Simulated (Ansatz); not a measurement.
Results of r²SCAN-D4 in Ansatz (plane waves, PAW) for wurtzite InN.

Run with plane-wave cutoff 560 eV, 12×12×6 k mesh (along the axes of the cell as run), Fermi–Dirac smearing 0.01 eV, scalar-relativistic PAW data made under PBE.

Cell (relaxed at this level):

```xyz
4
Lattice="1.7692 -3.0643 0.0000 1.7692 3.0643 0.0000 0.0000 0.0000 5.7051" Properties=species:S:1:pos:R:3 pbc="T T T"
In     1.7692    -1.0214     2.8512
In     1.7692     1.0214    -0.0013
N      1.7692    -1.0214     5.0161
N      1.7692     1.0214     2.1635
```

**Question.** Estimate the bulk modulus B0, band gap and pressure derivative B′ of the bulk modulus that the calculation returns.

**Answer.** 
- bulk modulus B0 = 143 GPa
- band gap = 0.09 eV
- pressure derivative B′ of the bulk modulus = 4.6

Measured, for comparison: band gap 0.77 eV (zero-point shift of 0.07 eV (the table's estimate, ZP (est)) added back here, E0, Γ; inputs from arXiv:2302.06325); bulk modulus 126 GPa (room temperature, not corrected to a static lattice; as tabulated in Phys. Rev. B 49, 14 (GaN and InN under pressure), abstract). Computed (rounded) less measured: bulk modulus +13 %.

Note: the bulk modulus comes from volumes at which shape and atoms were relaxed.

Spin–orbit coupling is not included; it can close the smallest gap of 0.09 eV.

Cost on a shared machine: roughly 9 core-minutes.

Ansatz is an electronic-structure program.
